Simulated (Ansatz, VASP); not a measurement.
# MnO: VASP beside Ansatz

File INCAR:

```
  PREC = Accurate
  ENCUT = 520
  EDIFF = 1E-7
  ISMEAR = -1
  SIGMA = 0.05
  LREAL = F
  LASPH = T
  NELM = 100
  ALGO = Normal
  ISIF = 2
  LWAVE = F
  LCHARG = F
  ISPIN = 2
  MAGMOM = 4 0
  LORBIT = 11
  LMAXMIX = 4
  GGA = PE
  NBANDS = 20
```

File KPOINTS:

```
Automatic mesh
0
Gamma
  10 10 10
```

POSCAR

```
MnO
1.0
    0.0000000000      2.1938512115      2.1938512115
    2.1938512115      0.0000000000      2.1938512115
    2.1938512115      2.1938512115      0.0000000000
Mn O
1 1
Direct
    0.0000000000      0.0000000000      0.0000000000
    0.5000000000      0.5000000000      0.5000000000
```

Contents of input.yaml:

```yaml
crystal:
  lattice:
    - [0.0, 2.1938512115, 2.1938512115]
    - [2.1938512115, 0.0, 2.1938512115]
    - [2.1938512115, 2.1938512115, 0.0]
  atoms:
    - { symbol: Mn, position: [0.0, 0.0, 0.0], spin: 4.0 }
    - { symbol: O, position: [0.5, 0.5, 0.5] }
hamiltonian:
  xc: pbe
  pseudopotentials: { kind: paw }
magnetization:
  spin_polarized: true
kpoints:
  mp_grid: { grid: [10, 10, 10] }
scf:
  occupations: { method: fermi_dirac, width: 0.05 }
output:
  forces: true
  stress: true
  eigenvalues: true
```

Change from the starting cell: volume scaled by 0.96.

Alike in both runs: task single point; functional PBE; k mesh 10 × 10 × 10; occupations fermi-dirac, width 0.05 eV; collinear spin, ferromagnetic start.

```csv
,VASP,Ansatz
version,VASP 6.6.1,Ansatz 0.2.0
potentials or method,"VASP PAW PBE potentials, release 64 (Mn_pv, O)",Ansatz PAW
plane-wave cutoff (eV),520,420
valence electrons in the cell,19,21
```

|  | VASP | Ansatz | Ansatz less VASP |
| --- | --- | --- | --- |
| gap on the k mesh at the Fermi level (eV) | none | none | - |
| pressure (GPa) | 4.4 | 4.2 | -0.27 |
| net moment per atom (μB) | 2.33 | 2.33 | 0.000 |
| size of the moment on the site where the two differ most (μB) | 4.24 | 3.94 | -0.299 |

Site moments also hang on the region over which each program counts them. A gap of «none» marks a metal or a gap that the smearing closes. The two sets of potentials don't hold the same shells in valence.

Caveats: a cell with one magnetic atom can't hold antiferromagnetic order, which such compounds often take; semilocal functionals often make such compounds metallic where correlation or magnetic order opens a gap, which also shifts bond lengths; the pressure holds a Pulay correction of +0.6 GPa for the finite cutoff (Ansatz).
